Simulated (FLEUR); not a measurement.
# Si in FLEUR: convergence with k mesh

The system is Si.

```
CELL_PARAMETERS angstrom
-1.62691 1.62691 1.32033
1.62691 -1.62691 1.32033
1.62691 1.62691 -1.32033
ATOMIC_POSITIONS crystal
Si 0.00000 0.00000 0.00000
```

This isn't the form of Si at room conditions, which is diamond.

| Item | Value |
| --- | --- |
| Program | FLEUR MaX-R8.1 (later development tree) |
| Task | convergence study |
| Functional | PBE |
| Potentials or basis | all-electron |
| Basis | FLAPW |
| Kmax | 4.24 1/bohr |
| k mesh | 3 × 3 × 3 |
| Occupations | fermi-dirac, width 0.05 eV |
| Spin | no spin polarisation |

These are the settings of the first run; the series varies k mesh, with any setting tied to it.

Hardware: 1 thread of Arm Neoverse V2, on a shared host.

```csv
k mesh,"energy less the tightest run, at zero smearing (meV/atom)",SCF cycles,CPU time (s),peak memory (GiB)
3 × 3 × 3,-0.45,12,3.8,0.05
5 × 5 × 5,172.32,12,5.6,0.05
7 × 7 × 7,9.79,12,9.1,0.06
9 × 9 × 9,-17.67,12,16,0.05
11 × 11 × 11,4.92,12,23,0.06
13 × 13 × 13,9.32,12,35,0.06
16 × 16 × 16,-8.15,12,60,0.06
20 × 20 × 20,0.00,12,110,0.06
```

Not settled before the last step: the energy (to 1 meV/atom). Meshes of other sizes hit other points, so gaps and Fermi surfaces needn't settle smoothly. The tightest run that finished is the yardstick and may itself not be fully converged.
